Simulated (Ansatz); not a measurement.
**Si3N4: one candidate of a structure search**

Aim: relax a trial structure of Si3N4 and see where it ends.

Computed with Ansatz 0.2.0 (DFT PBE, scalar-relativistic, plane waves, PAW, unless a step's input says otherwise).

### 1 The system as given

The structure is cubic, space group P-43m (No. 215). Conventional cell: a = 4.042 Å, b = 4.042 Å, c = 4.042 Å, α = 90.00°, β = 90.00°, γ = 90.00°. Si (site symmetry -42m) has 4 N at 1.74 Å as nearest neighbours. N (site symmetry 3m) is surrounded by 3 Si at 1.74 Å.

As a file:

```xyz
7
Lattice="4.0415 0.0000 0.0000 0.0000 4.0415 0.0000 0.0000 0.0000 4.0415" Properties=species:S:1:pos:R:3 pbc="T T T"
Si    0.0000    0.0000    2.0208
Si    2.0208    0.0000    0.0000
Si    0.0000    2.0208    0.0000
N     0.9929    0.9929    3.0486
N     3.0486    3.0486    3.0486
N     0.9929    3.0486    0.9929
N     3.0486    0.9929    0.9929
```

Recipe of the guess: 3-, 4-connected net, the two elements on its two kinds of vertex (P-43m, No. 215). The dimensions are guesses.

### 2 Probe: one point on a coarse mesh

Input file input.yaml:

```yaml
crystal:
  lattice:
    - [4.04152355, 0.0, 0.0]
    - [0.0, 4.04152355, 0.0]
    - [0.0, 0.0, 4.04152355]
  atoms:
    - { symbol: Si, position: [0.0, 0.0, 0.5] }
    - { symbol: Si, position: [0.5, 0.0, 0.0] }
    - { symbol: Si, position: [0.0, 0.5, 0.0] }
    - { symbol: "N", position: [0.245687, 0.245687, 0.754313] }
    - { symbol: "N", position: [0.754313, 0.754313, 0.754313] }
    - { symbol: "N", position: [0.245687, 0.754313, 0.245687] }
    - { symbol: "N", position: [0.754313, 0.245687, 0.245687] }
basis:
  ecutwfc: 420
kpoints:
  mp_grid: { grid: [4, 4, 4] }
hamiltonian:
  xc: pbe
scf:
  occupations: { method: gaussian, width: 0.1 }
  lower_state_search: "off"
output:
  forces: true
  stress: true
  eigenvalues: true
```

The run is started by

```bash
$ ansatz run input.yaml --threads 1 --pin off --max-ram 2048MiB --backend cpu --events-out ev --progress --plain --runs-dir out
```

Log, shortened:

```text
[...]
SCF converged after 6 iterations
Free energy (F): -3448.990681 eV
[...]
E sigma→0 (E₀):  -3448.990681 eV
Fermi energy:    10.553720 eV
[...]
--- Forces (eV/Å), atoms counted from 1 ---
  atom   1  Si    -0.00000000    -0.00000000    -0.00000000
  atom   2  Si    -0.00000000     0.00000000    -0.00000000
  atom   3  Si     0.00000000    -0.00000000    -0.00000000
  atom   4  N     -0.18302957    -0.18302957     0.18302957
  atom   5  N      0.18302957     0.18302957     0.18302957
  atom   6  N     -0.18302957     0.18302957    -0.18302957
  atom   7  N      0.18302957    -0.18302957    -0.18302957
[...]
--- Stress (GPa, compression-positive) ---
       13.768820       0.000000       0.000000
        0.000000      13.768820       0.000000
        0.000000      -0.000000      13.768820
  P = ⅓ Tr σ = 13.7688 GPa (137.688 kbar)
--- Band table (eV; the first three rows and the last of 10) ---
  k-point 0: bands = ["-9.1576", "-5.0239", "-5.0239", "-5.0239", "0.5028", "0.5028", "4.4032", "4.6657", "4.6657", "4.6657", "6.0214", "6.0214", "6.0214", "9.0190", "9.0190", "9.0190", "11.8684", "11.8684", "11.8684", "14.0813", "16.3292", "16.3292"]
[...]
```

It took 2.5 s on 1 thread of Intel Xeon at 2.60GHz (Ice Lake), shared host; peak memory 0.33 GiB.

From the probe: pressure 13.8 GPa, largest force 0.32 eV/Å, gap on this mesh 2.63 eV. A guess like this is first relaxed loosely on the coarse mesh.

### 3 A loose first relaxation

input.yaml: that of step 2 with these lines changed.

```diff
@@ -26 +26,6 @@
   eigenvalues: true
+relax:
+  adjacent_minimum: "off"
+  f_tol: 0.04
+  max_steps: 70
+  cell: { stress_tol: 0.4 }
```

The run is started by

```bash
$ ansatz run input.yaml --threads 1 --pin off --max-ram 2048MiB --backend cpu --events-out ev --progress --plain --runs-dir out
```

Log:

```text
Warning: RAYON_NUM_THREADS=1 ignored (pool sized by the plan → 1); use --threads N
Engine: ansatz 0.2.0, x86_64-unknown-linux-gnu
Pseudopotentials: kind: paw
Pseudopotential: Si, paw, valence charge 4, recommended cutoff 420 eV (normal), Si.paw.azcp
Pseudopotential: N, paw, valence charge 5, recommended cutoff 420 eV (normal), N.paw.azcp
Functional definition: PBE
  parameter kappa = 0.804
  parameter beta = 0.06672455060314922
  exchange = pbe_x(kappa = kappa, mu = beta*pi^2/3)
  correlation = pbe_c(beta = beta)
Crystal: 7 atoms, lattice volume = 66.014 Å³
Basis set: ecut = 420 eV, 1309 PW (Γ), exchange–correlation on 60×60×60 points (8 copies of the dense FFT grid, shifted against one another)
Bands: 23, of which v1, the nominal top of the filled ones, is band 16 counted from 1 (15 counted from 0)
Symmetry: 24 space group operations
Space group: P-43m (ITA 215), of the structure as read, at distance tolerance 4.0e-5 Å
k-points: 10 of 64 (time reversal used)
Non-local potential: Si, projectors of the file, l = 0: 2, l = 1: 2, l = 2: 2
Non-local potential: N, projectors of the file, l = 0: 2, l = 1: 2, l = 2: 1
PAW form: soft (Blöchl's): semilocal exchange-correlation on the pseudo side does not see the compensation charge
PAW one-centre angular grid: Si, 110 points (default); XC on 64 Gauss nodes
PAW one-centre angular grid: N, 110 points (default); XC on 64 Gauss nodes
Initial density: superposition of atomic densities (neutral atoms: chi_scale 0, normalization atom), corrected by the library's trained network
Initial wavefunctions: pseudopotential atomic-orbital guess
Functional: x = pbe(κ = 0.804, μ = 0.2195149727645171), c = pbe(β = 0.06672455060314922)
SCF iter   1: F=—  HF=-3448.989199 eV  |F-HF|=—  |Δ(HF+E_count)|=         —  Δρ=2.69e-3  dr2=2.04e-3  ethr=1.77e-3  ⟨swp⟩=7.0  Hψ=1362  notcnv=0
preconditioner: auto → Resta (q_TF=auto, 2.418 Å⁻¹)  ε∞=4.2  [insulator: Δε(μ)=2.633 eV  Ē_g=14.407 eV  σ=0.100 eV  W_gap=1.00  n_scr=18 (ndim 8)  ℏωp=25.9 eV  f_vac=0.000  D(μ)=0.00/eV (n_scr^D=0)  ε∞_Penn≈4.2]
SCF iter   2: F=—  HF=-3448.990171 eV  |F-HF|=—  |Δ(HF+E_count)|=   9.73e-4  Δρ=1.46e-3  dr2=7.31e-4  ethr=6.38e-6  ⟨swp⟩=2.8  Hψ=515  notcnv=0
SCF iter   3: F=—  HF=-3448.990699 eV  |F-HF|=—  |Δ(HF+E_count)|=   5.27e-4  Δρ=4.84e-4  dr2=1.03e-4  ethr=2.29e-6  ⟨swp⟩=2.6  Hψ=373  notcnv=0
SCF iter   4: F=—  HF=-3448.990716 eV  |F-HF|=—  |Δ(HF+E_count)|=   1.74e-5  Δρ=1.16e-4  dr2=4.66e-6  ethr=3.22e-7  ⟨swp⟩=2.1  Hψ=334  notcnv=0
SCF iter   5: F=—  HF=-3448.990681 eV  |F-HF|=—  |Δ(HF+E_count)|=   3.54e-5  Δρ=4.69e-5  dr2=8.50e-7  ethr=1.46e-8  ⟨swp⟩=2.7  Hψ=338  notcnv=0
SCF iter   6: F=-3448.990681 eV  HF=-3448.990681 eV  |F-HF|=1.86e-8  |Δ(HF+E_count)|=   7.53e-7  Δρ=8.63e-6  dr2=4.64e-8  ethr=3.13e-10  ⟨swp⟩=8.0  Hψ=1154  notcnv=0
SCF 1 converged in 6 iterations: F = -3448.990681 eV  dr2 = 4.64e-8
relax step   1: F+E_penalty+E_count = -3448.99068128 eV  Δ(F+E_penalty+E_count) = +0.000e0 eV  max|allowed force component| = 1.830e-1 eV/Å  Δτ_max = 0.0000 Å  P = +13.769 GPa  Ω = 66.014 Å³  (6 SCF iters, dr2 threshold 1.00e-7 eV, accepted)
Crystal: 7 atoms, lattice volume = 68.937 Å³
Basis set: ecut = 420 eV, 1357 PW (Γ), exchange–correlation on 60×60×60 points (8 copies of the dense FFT grid, shifted against one another)
Initial density: handed on by an earlier stage of this run
Initial wavefunctions: those handed on with the density
iter 1 solved again at ethr=1.61e-4 eV; its pass at ethr=3.10e-3 eV (dr2=5.14e-2 eV) is discarded
SCF iter   1: F=—  HF=-3449.180173 eV  |F-HF|=—  |Δ(HF+E_count)|=         —  Δρ=9.23e-3  dr2=5.36e-2  ethr=1.61e-4  ⟨swp⟩=1.0  Hψ=1362  notcnv=0
preconditioner: auto → Resta (q_TF=auto, 2.401 Å⁻¹)  ε∞=4.2  [insulator: Δε(μ)=2.691 eV  Ē_g=14.090 eV  σ=0.100 eV  W_gap=1.00  n_scr=18 (ndim 8)  ℏωp=25.3 eV  f_vac=0.000  D(μ)=0.00/eV (n_scr^D=0)  ε∞_Penn≈4.2]
SCF iter   2: F=—  HF=-3449.167053 eV  |F-HF|=—  |Δ(HF+E_count)|=   1.31e-2  Δρ=3.95e-3  dr2=6.72e-3  ethr=1.61e-4  ⟨swp⟩=2.7  Hψ=392  notcnv=0
SCF iter   3: F=—  HF=-3449.166029 eV  |F-HF|=—  |Δ(HF+E_count)|=   1.02e-3  Δρ=1.35e-3  dr2=8.70e-4  ethr=2.10e-5  ⟨swp⟩=2.2  Hψ=372  notcnv=0
SCF iter   4: F=—  HF=-3449.166087 eV  |F-HF|=—  |Δ(HF+E_count)|=   5.80e-5  Δρ=1.99e-4  dr2=3.13e-5  ethr=2.72e-6  ⟨swp⟩=2.9  Hψ=413  notcnv=0
SCF iter   5: F=—  HF=-3449.166184 eV  |F-HF|=—  |Δ(HF+E_count)|=   9.73e-5  Δρ=2.71e-5  dr2=5.53e-7  ethr=2.19e-9  ⟨swp⟩=6.1  Hψ=1277  notcnv=0
SCF iter   6: F=-3449.166185 eV  HF=-3449.166185 eV  |F-HF|=1.51e-8  |Δ(HF+E_count)|=   4.61e-7  Δρ=4.73e-6  dr2=1.36e-8  ethr=1.73e-9  ⟨swp⟩=2.8  Hψ=793  notcnv=0
SCF 2 converged in 6 iterations: F = -3449.166185 eV  dr2 = 1.36e-8
relax step   2: F+E_penalty+E_count = -3449.16618472 eV  Δ(F+E_penalty+E_count) = -1.755e-1 eV  max|allowed force component| = 5.809e-2 eV/Å  Δτ_max = 0.0385 Å  P = +4.894 GPa  Ω = 68.937 Å³  energy of the carried Pulay correction = -9.106e-3 eV  (6 SCF iters, dr2 threshold 7.00e-7 eV, accepted)
Crystal: 7 atoms, lattice volume = 70.147 Å³
iter 1 solved again at ethr=3.54e-5 eV; its pass at ethr=3.10e-3 eV (dr2=1.13e-2 eV) is discarded
SCF iter   1: F=—  HF=-3449.184825 eV  |F-HF|=—  |Δ(HF+E_count)|=         —  Δρ=3.89e-3  dr2=1.05e-2  ethr=3.54e-5  ⟨swp⟩=1.1  Hψ=1144  notcnv=0
preconditioner: auto → Resta (q_TF=auto, 2.394 Å⁻¹)  ε∞=4.2  [insulator: Δε(μ)=2.708 eV  Ē_g=13.954 eV  σ=0.100 eV  W_gap=1.00  n_scr=18 (ndim 8)  ℏωp=25.1 eV  f_vac=0.000  D(μ)=0.00/eV (n_scr^D=0)  ε∞_Penn≈4.2]
SCF iter   2: F=—  HF=-3449.181825 eV  |F-HF|=—  |Δ(HF+E_count)|=   3.00e-3  Δρ=1.24e-3  dr2=8.43e-4  ethr=3.29e-5  ⟨swp⟩=2.2  Hψ=352  notcnv=0
SCF iter   3: F=—  HF=-3449.181693 eV  |F-HF|=—  |Δ(HF+E_count)|=   1.32e-4  Δρ=5.61e-4  dr2=1.77e-4  ethr=2.63e-6  ⟨swp⟩=1.6  Hψ=316  notcnv=0
SCF iter   4: F=—  HF=-3449.181812 eV  |F-HF|=—  |Δ(HF+E_count)|=   1.19e-4  Δρ=7.14e-5  dr2=3.06e-6  ethr=5.53e-7  ⟨swp⟩=2.0  Hψ=390  notcnv=0
SCF iter   5: F=-3449.181815 eV  HF=-3449.181815 eV  |F-HF|=5.57e-8  |Δ(HF+E_count)|=   2.46e-6  Δρ=9.27e-6  dr2=4.35e-8  ethr=2.19e-9  ⟨swp⟩=7.2  Hψ=1129  notcnv=0
SCF 3 converged in 5 iterations: F = -3449.181815 eV  dr2 = 4.35e-8
relax step   3: F+E_penalty+E_count = -3449.18181457 eV  Δ(F+E_penalty+E_count) = -1.563e-2 eV  max|allowed force component| = 4.884e-2 eV/Å  Δτ_max = 0.0067 Å  P = +0.923 GPa  Ω = 70.147 Å³  energy of the carried Pulay correction = -1.276e-2 eV  (5 SCF iters, dr2 threshold 7.00e-7 eV, accepted)
Crystal: 7 atoms, lattice volume = 70.335 Å³
iter 1 solved again at ethr=2.23e-6 eV; its pass at ethr=3.10e-3 eV (dr2=7.14e-4 eV) is discarded
SCF iter   1: F=—  HF=-3449.182402 eV  |F-HF|=—  |Δ(HF+E_count)|=         —  Δρ=9.87e-4  dr2=6.97e-4  ethr=2.23e-6  ⟨swp⟩=1.0  Hψ=1067  notcnv=0
preconditioner: auto → Resta (q_TF=auto, 2.393 Å⁻¹)  ε∞=4.2  [insulator: Δε(μ)=2.721 eV  Ē_g=13.935 eV  σ=0.100 eV  W_gap=1.00  n_scr=18 (ndim 8)  ℏωp=25.0 eV  f_vac=0.000  D(μ)=0.00/eV (n_scr^D=0)  ε∞_Penn≈4.2]
SCF iter   2: F=—  HF=-3449.182297 eV  |F-HF|=—  |Δ(HF+E_count)|=   1.05e-4  Δρ=2.88e-4  dr2=7.43e-5  ethr=2.18e-6  ⟨swp⟩=2.2  Hψ=355  notcnv=0
SCF iter   3: F=—  HF=-3449.182275 eV  |F-HF|=—  |Δ(HF+E_count)|=   2.14e-5  Δρ=1.05e-4  dr2=9.64e-6  ethr=2.32e-7  ⟨swp⟩=2.7  Hψ=383  notcnv=0
SCF iter   4: F=-3449.182274 eV  HF=-3449.182274 eV  |F-HF|=1.50e-7  |Δ(HF+E_count)|=   1.43e-6  Δρ=2.38e-5  dr2=3.66e-7  ethr=2.19e-9  ⟨swp⟩=5.1  Hψ=1194  notcnv=0
SCF 4 converged in 4 iterations: F = -3449.182274 eV  dr2 = 3.66e-7
relax step   4: F+E_penalty+E_count = -3449.18227415 eV  Δ(F+E_penalty+E_count) = -4.596e-4 eV  max|allowed force component| = 1.114e-2 eV/Å  Δτ_max = 0.0020 Å  P = +0.088 GPa  Ω = 70.335 Å³  energy of the carried Pulay correction = -1.332e-2 eV  (4 SCF iters, dr2 threshold 7.00e-7 eV, accepted)
Initial wavefunctions: pseudopotential atomic-orbital guess (no wavefunctions were taken with the density)
iter 1 solved again at ethr=4.74e-7 eV; its pass at ethr=3.10e-3 eV (dr2=1.52e-4 eV) is discarded
SCF iter   1: F=—  HF=-3449.201613 eV  |F-HF|=—  |Δ(HF+E_count)|=         —  Δρ=4.52e-4  dr2=2.18e-5  ethr=4.74e-7  ⟨swp⟩=3.0  Hψ=1939  notcnv=0
preconditioner: auto → Resta (q_TF=auto, 2.393 Å⁻¹)  ε∞=4.2  [insulator: Δε(μ)=2.731 eV  Ē_g=13.940 eV  σ=0.100 eV  W_gap=1.00  n_scr=18 (ndim 8)  ℏωp=25.0 eV  f_vac=0.000  D(μ)=0.00/eV (n_scr^D=0)  ε∞_Penn≈4.2]
SCF iter   2: F=—  HF=-3449.201768 eV  |F-HF|=—  |Δ(HF+E_count)|=   1.55e-4  Δρ=2.23e-4  dr2=4.63e-6  ethr=6.80e-8  ⟨swp⟩=2.1  Hψ=354  notcnv=0
SCF iter   3: F=—  HF=-3449.201786 eV  |F-HF|=—  |Δ(HF+E_count)|=   1.83e-5  Δρ=5.47e-5  dr2=2.93e-7  ethr=1.45e-8  ⟨swp⟩=2.7  Hψ=371  notcnv=0
SCF iter   4: F=—  HF=-3449.201789 eV  |F-HF|=—  |Δ(HF+E_count)|=   2.73e-6  Δρ=3.39e-6  dr2=9.38e-9  ethr=9.15e-10  ⟨swp⟩=2.0  Hψ=390  notcnv=0
SCF iter   5: F=-3449.201789 eV  HF=-3449.201789 eV  |F-HF|=1.90e-10  |Δ(HF+E_count)|=   6.68e-9  Δρ=5.95e-7  dr2=2.29e-10  ethr=1.40e-11  ⟨swp⟩=6.2  Hψ=950  notcnv=0
SCF 5 converged in 5 iterations: F = -3449.201789 eV  dr2 = 2.29e-10
relax step   5: F+E_penalty+E_count = -3449.20178903 eV  Δ(F+E_penalty+E_count) = -1.951e-2 eV  max|allowed force component| = 1.011e-2 eV/Å  Δτ_max = 0.0000 Å  P = +0.527 GPa  Ω = 70.335 Å³  stress off target by 5.27e-1 GPa  SCF on the basis re-selected at this cell (its energy is not comparable with the rows above)  (5 SCF iters)
basis re-selected at this cell: Δ(F+E_penalty+E_count) = -1.951e-2 eV, ΔP = +0.440 GPa vs the last step (what re-selecting the basis moved, of the pressure what is left beyond the Pulay correction that the steps carried, after the strain that the cell walked since its last selection, with what the two solves' SCF thresholds leave and, on support functions, any second-order correction that the steps lacked; it is no measure of the basis error at this ecutwfc). This SCF's stress stands 5.27e-1 GPa from its target on what of the cell is left free (relax.cell.stress_tol is 4.00e-1 GPa) and its largest allowed force component is 1.01e-2 eV/Å (relax.f_tol is 4.00e-2 eV/Å): not within both, so this SCF does not close the relaxation
Crystal: 7 atoms, lattice volume = 70.485 Å³
iter 1 solved again at ethr=7.08e-7 eV; its pass at ethr=3.10e-3 eV (dr2=2.26e-4 eV) is discarded
SCF iter   1: F=—  HF=-3449.201544 eV  |F-HF|=—  |Δ(HF+E_count)|=         —  Δρ=5.39e-4  dr2=2.11e-4  ethr=7.08e-7  ⟨swp⟩=1.3  Hψ=1072  notcnv=0
preconditioner: auto → Resta (q_TF=auto, 2.392 Å⁻¹)  ε∞=4.2  [insulator: Δε(μ)=2.723 eV  Ē_g=13.917 eV  σ=0.100 eV  W_gap=1.00  n_scr=18 (ndim 8)  ℏωp=25.0 eV  f_vac=0.000  D(μ)=0.00/eV (n_scr^D=0)  ε∞_Penn≈4.2]
SCF iter   2: F=—  HF=-3449.201590 eV  |F-HF|=—  |Δ(HF+E_count)|=   4.64e-5  Δρ=1.51e-4  dr2=1.68e-5  ethr=6.58e-7  ⟨swp⟩=2.1  Hψ=351  notcnv=0
SCF iter   3: F=—  HF=-3449.201586 eV  |F-HF|=—  |Δ(HF+E_count)|=   3.67e-6  Δρ=6.79e-5  dr2=3.32e-6  ethr=5.25e-8  ⟨swp⟩=2.3  Hψ=369  notcnv=0
SCF iter   4: F=-3449.201586 eV  HF=-3449.201586 eV  |F-HF|=4.91e-8  |Δ(HF+E_count)|=   1.42e-7  Δρ=1.03e-5  dr2=6.84e-8  ethr=2.17e-9  ⟨swp⟩=6.6  Hψ=1055  notcnv=0
SCF 6 converged in 4 iterations: F = -3449.201586 eV  dr2 = 6.84e-8
relax step   6: F+E_penalty+E_count = -3449.20158619 eV  Δ(F+E_penalty+E_count) = +2.028e-4 eV  max|allowed force component| = 4.441e-5 eV/Å  Δτ_max = 0.0000 Å  P = +0.015 GPa  Ω = 70.485 Å³  energy of the carried Pulay correction = -4.544e-4 eV  (4 SCF iters, dr2 threshold 6.95e-7 eV, accepted)
iter 1 solved again at ethr=3.26e-7 eV; its pass at ethr=3.10e-3 eV (dr2=1.04e-4 eV) is discarded
SCF iter   1: F=—  HF=-3449.201770 eV  |F-HF|=—  |Δ(HF+E_count)|=         —  Δρ=1.40e-5  dr2=7.76e-8  ethr=3.26e-7  ⟨swp⟩=3.0  Hψ=1944  notcnv=0
eigensolver tolerance schedule: the retry pair's looser diagonalisation over-reported the residual by 1340.66 of it (diagonalisation noise at 0.16 of the residual, at the tolerance the schedule requests for it); recorded, not acted on — ethr = c·dr2/N_el stays at c = 1.0e-1
preconditioner: auto → Resta (q_TF=auto, 2.392 Å⁻¹)  ε∞=4.2  [insulator: Δε(μ)=2.728 eV  Ē_g=13.920 eV  σ=0.100 eV  W_gap=1.00  n_scr=18 (ndim 8)  ℏωp=25.0 eV  f_vac=0.000  D(μ)=0.00/eV (n_scr^D=0)  ε∞_Penn≈4.2]
SCF iter   2: F=—  HF=-3449.201884 eV  |F-HF|=—  |Δ(HF+E_count)|=   1.14e-4  Δρ=8.52e-6  dr2=3.41e-8  ethr=2.43e-10  ⟨swp⟩=2.6  Hψ=425  notcnv=0
SCF iter   3: F=—  HF=-3449.201884 eV  |F-HF|=—  |Δ(HF+E_count)|=   3.94e-8  Δρ=3.49e-6  dr2=7.34e-9  ethr=1.07e-10  ⟨swp⟩=2.0  Hψ=384  notcnv=0
SCF iter   4: F=-3449.201884 eV  HF=-3449.201884 eV  |F-HF|=1.96e-10  |Δ(HF+E_count)|=   1.49e-9  Δρ=1.30e-6  dr2=9.10e-10  ethr=1.40e-11  ⟨swp⟩=6.2  Hψ=962  notcnv=0
SCF 7 converged in 4 iterations: F = -3449.201884 eV  dr2 = 9.10e-10
relax step   7: F+E_penalty+E_count = -3449.20188390 eV  Δ(F+E_penalty+E_count) = -2.977e-4 eV  max|allowed force component| = 1.342e-4 eV/Å  Δτ_max = 0.0000 Å  P = +0.018 GPa  Ω = 70.485 Å³  stress off target by 1.81e-2 GPa  SCF on the basis re-selected at this cell (its energy is not comparable with the rows above)  (4 SCF iters)
basis re-selected at this cell: Δ(F+E_penalty+E_count) = -2.977e-4 eV, ΔP = +0.003 GPa vs the last step (what re-selecting the basis moved, of the pressure what is left beyond the Pulay correction that the steps carried, after the strain that the cell walked since its last selection, with what the two solves' SCF thresholds leave and, on support functions, any second-order correction that the steps lacked; it is no measure of the basis error at this ecutwfc). This SCF's stress stands 1.81e-2 GPa from its target on what of the cell is left free (relax.cell.stress_tol is 4.00e-1 GPa) and its largest allowed force component is 1.34e-4 eV/Å (relax.f_tol is 4.00e-2 eV/Å): within both
SCF converged after 4 iterations
Free energy (F): -3449.201884 eV
Harris-Foulkes:  -3449.201884 eV  (|F-HF|=1.96e-10)
Internal energy: -3449.201884 eV  (E = F + TS)
E sigma→0 (E₀):  -3449.201884 eV
Fermi energy:    9.762390 eV
--- Per-component energies (eV) ---
  E_band       = 50.039518
  E_kinetic    = 670.849859
  E_local      = -931.763414  (includes V_loc(G=0)·N_el)
  E_nonlocal   = 254.177289
  E_hartree    = 298.758015
  E_xc         = -412.575333
  E_vxc        = -454.889843  (∫ρ·V_xc dr)
  E_paw        = -2049.140293  (= ΣΔE_a)
  E_vpaw       = -85.851680  (= ΣTr[D̂ρ^β])
  E_aug_tail   = 0.000415  (compensation charges beyond the density's cutoff)
  E_ewald      = -1279.508422
  E_smearing   = -0.000000  (= −TS)
  E_closure    = -0.000000  (closes the sum)
  Σ components = -3449.201884   (vs F -3449.201884, Δ=0.00e0)
--- Forces (eV/Å), atoms counted from 1 ---
  atom   1  Si    -0.00000000     0.00000000    -0.00000000
  atom   2  Si     0.00000000    -0.00000000    -0.00000000
  atom   3  Si     0.00000000    -0.00000000    -0.00000000
  atom   4  N     -0.00013417    -0.00013417     0.00013417
  atom   5  N      0.00013417     0.00013417     0.00013417
  atom   6  N     -0.00013417     0.00013417    -0.00013417
  atom   7  N      0.00013417    -0.00013417    -0.00013417
  max |Σ_I F_I| component: 1.94e-16 eV/Å
--- Stress (GPa, compression-positive) ---
        0.018064       0.000000      -0.000000
        0.000000       0.018064      -0.000000
       -0.000000      -0.000000       0.018064
  P = ⅓ Tr σ = 0.0181 GPa (0.181 kbar)
--- Band table (eV; the first three rows and the last of 10) ---
  k-point 0: bands = ["-9.5859", "-5.7161", "-5.7161", "-5.7161", "-0.2249", "-0.2249", "3.8995", "3.8995", "3.8995", "3.9185", "5.0606", "5.0606", "5.0606", "8.1957", "8.1957", "8.1957", "11.1262", "11.1262", "11.1262", "12.5741", "15.2153", "15.2153", "18.6098"]
  k-point 1: bands = ["-9.2483", "-6.5133", "-5.6707", "-5.6707", "0.0482", "0.6792", "3.2986", "3.5445", "3.5445", "3.9902", "4.6033", "4.9911", "4.9911", "7.2810", "8.0576", "8.0576", "11.7679", "12.4002", "12.4002", "13.7193", "15.9422", "16.5022", "18.7118"]
  k-point 2: bands = ["-8.6405", "-7.4928", "-5.6239", "-5.6239", "0.4307", "2.2367", "2.6238", "2.6338", "3.1798", "3.1798", "5.0452", "5.0452", "5.2134", "6.1311", "7.8518", "7.8518", "13.2652", "14.1461", "14.1461", "14.1650", "16.9340", "17.7681", "18.6857"]
  k-point 9: bands = ["-6.8231", "-6.8231", "-6.8231", "-6.6938", "-0.5572", "-0.5572", "-0.5572", "2.9661", "5.5644", "5.5644", "5.6596", "5.6596", "5.6596", "8.3986", "8.3986", "8.3986", "14.1074", "14.1074", "14.1074", "16.8077", "16.8077", "16.8077", "18.4213"]
--- Relaxed structure (5 steps of the walk, 5 accepted, 2 SCFs on fresh bases) ---
  F+E_penalty+E_count = -3449.20188390 eV   max|allowed force component| = 1.342e-4 eV/Å   (the final SCF, on the basis selected at the relaxed cell)
  cell:  # Å, volume = 70.4847 Å³
    - [4.130776554317418, 1.131483842327501e-33, -1.444442459617604e-34]
    - [2.32716534946791e-34, 4.130776554317418, 1.1234591842126158e-32]
    - [-2.648153173665167e-33, 1.1234591842126158e-32, 4.130776554317418]
  atoms:
    - { symbol: Si, position: [-2.607207339876432e-19, 3.0658937942506504e-20, 0.49999999999999994] }
    - { symbol: Si, position: [0.49999999999999994, 3.065893794250664e-20, 7.54497300928862e-21] }
    - { symbol: Si, position: [-2.607207339876433e-19, 0.49999999999999994, 7.544973009288855e-21] }
    - { symbol: N, position: [0.23952059184914232, 0.23952059184914232, 0.7604794081508577] }
    - { symbol: N, position: [0.7604794081508577, 0.7604794081508577, 0.7604794081508577] }
    - { symbol: N, position: [0.23952059184914232, 0.7604794081508577, 0.23952059184914232] }
    - { symbol: N, position: [0.7604794081508577, 0.23952059184914232, 0.23952059184914232] }
```

It took 9.5 s on 1 thread of Intel Xeon at 2.60GHz (Ice Lake), shared host; peak memory 0.36 GiB.

Relaxation path:

```
step  energy from step 1 (eV/cell)  largest force component (eV/Å)  pressure (GPa)  volume (Å³)
   1                        0.0000                          0.1830           13.77        66.01
   2                       -0.1755                          0.0581            4.89        68.94
   3                       -0.1911                          0.0488            0.92        70.15
   4                       -0.1916                          0.0111            0.09        70.34
   5                       -0.2111                          0.0101            0.53        70.34
   6                       -0.2109                          0.0000            0.01        70.48
   7                       -0.2112                          0.0001            0.02        70.48
```

Step 1 is the start. Steps 5, 7 each repeat the geometry before them on a plane-wave basis chosen anew, so the energy can jump there without any move.

|  | before | after | change |
| --- | --- | --- | --- |
| a (Å) | 4.042 | 4.131 | +2.2 % |
| b (Å) | 4.042 | 4.131 | +2.2 % |
| c (Å) | 4.042 | 4.131 | +2.2 % |
| volume (Å³/atom) | 9.43 | 10.07 | +6.8 % |
| shortest distance (Å) | 1.740 | 1.765 | +1.4 % |
| space group (0.01 Å) | P-43m | P-43m | same |

Forces and stress were held to the start's 24 operations: a distortion of lower symmetry was not tested.

[end of part 1 of 2]
